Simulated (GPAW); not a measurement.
Runs of GPAW 26.7.0 on ZnS. It takes space group F-43m (No. 216, cubic). Conventional cell: a = 5.404 Å, b = 5.404 Å, c = 5.404 Å, α = 90.00°, β = 90.00°, γ = 90.00°. Zn (site symmetry -43m) is surrounded by 4 S at 2.34 Å. S (site symmetry -43m) is surrounded by 4 Zn at 2.34 Å. 

```tsv
task	level	potentials or basis	k mesh	cutoff (eV)	hybrids on these orbitals	oneshot functional	band path	band points	gap on the mesh (eV)	pressure (GPa)	V0 of scaled cells (Å³/atom)	B0 (GPa)
one-shot levels of the hybrid HSE06	LDA	the program's PAW data sets (release 1.2.1) made for this functional, pw	5 × 5 × 5	500	["HSE06", "HSE03", "PBE0"]	HSE06	-	-	1.86	-5.0	-	-
band structure	PBEint	PAW data sets generated in the run's folder for this functional, pw	7 × 7 × 7	600	-	-	GXWKGLUWLK,UX	60	(a)	(b)	-	-
equation of state	PW91	PAW data sets generated in the run's folder for this functional, pw	7 × 7 × 7	600	-	-	-	-	-	-	20.08	71
equation of state	PBEsol+D3	PAW data sets generated in the run's folder for this functional, pw	7 × 7 × 7	600	-	-	-	-	-	-	18.72	87
```

Alike in all rows: no spin polarisation; cell as given; smearing fermi-dirac 0.05 eV.

Fill in the values left out.

(a) 2.05; (b) -0.6.

Caveats: the cutoff is short for stress and forces, so pressures can be off by a GPa or more (some runs); energy and the plain gap are those of the semilocal run (some runs); the hybrids' values are one shot on its orbitals and mesh (some runs).

Runs at the PBE level aren't shown here.
